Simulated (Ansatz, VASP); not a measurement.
**One calculation of Zn, two programs**

Contents of POSCAR:

```
Zn
1.0
    0.0000000000      1.9647760000      1.9647760000
    1.9647760000      0.0000000000      1.9647760000
    1.9647760000      1.9647760000      0.0000000000
Zn
1
Direct
    0.0000000000      0.0000000000      0.0000000000
```

Contents of INCAR.step1:

```
  ALGO = Normal
  EDIFF = 1E-4
  ENCUT = 520
  GGA = PE
  ISMEAR = 0
  LASPH = True
  LCHARG = False
  LREAL = False
  LWAVE = True
  NBANDS = 12
  NELM = 80
  PREC = Accurate
  SIGMA = 0.1
```

INCAR.step2

```
  ALGO = Normal
  EDIFF = 1E-6
  ENCUT = 520
  ISIF = 2
  ISMEAR = 0
  ISTART = 1
  LASPH = True
  LCHARG = False
  LMIXTAU = True
  LREAL = False
  LWAVE = False
  METAGGA = R2SCAN
  NBANDS = 12
  NELM = 80
  PREC = Accurate
  SIGMA = 0.1
```

File KPOINTS:

```
k-points
0
Gamma
  8 8 8
```

Input for Ansatz:

```yaml
crystal:
  lattice:
    - [0.0, 1.964776, 1.964776]
    - [1.964776, 0.0, 1.964776]
    - [1.964776, 1.964776, 0.0]
  atoms:
    - { symbol: Zn, position: [0.0, 0.0, 0.0] }
basis:
  ecutwfc: 500
kpoints:
  mp_grid: { grid: [8, 8, 8] }
hamiltonian:
  xc: r2scan
scf:
  occupations: { method: gaussian, width: 0.1 }
output:
  forces: true
  stress: true
  eigenvalues: true
```

This isn't the form of Zn at room conditions, which is hcp.

Alike in both runs: task single point; functional r2SCAN; k mesh 8 × 8 × 8; occupations gaussian, width 0.1 eV; no spin polarisation.

|  | VASP | Ansatz |
| --- | --- | --- |
| version | VASP 6.6.1 | Ansatz 0.2.0 |
| potentials or method | VASP PAW PBE potentials, release 64 (Zn) | scalar-relativistic, plane waves, PAW |
| plane-wave cutoff (eV) | 520 | 500 |
| valence electrons in the cell | 12 | 12 |

VASP gave:

| Property | Result |
| --- | --- |
| gap on the k mesh at the Fermi level (eV) | none |
| pressure (GPa) | -3.9 |

Problem. What did Ansatz give for the same quantities?

Solution. gap on the k mesh at the Fermi level (eV): none; pressure (GPa): -4.1.

A gap of «none» marks a metal or a gap that the smearing closes.

Caveats: the PAW data sets were made with another functional, which shifts forces and pressure a little (VASP).
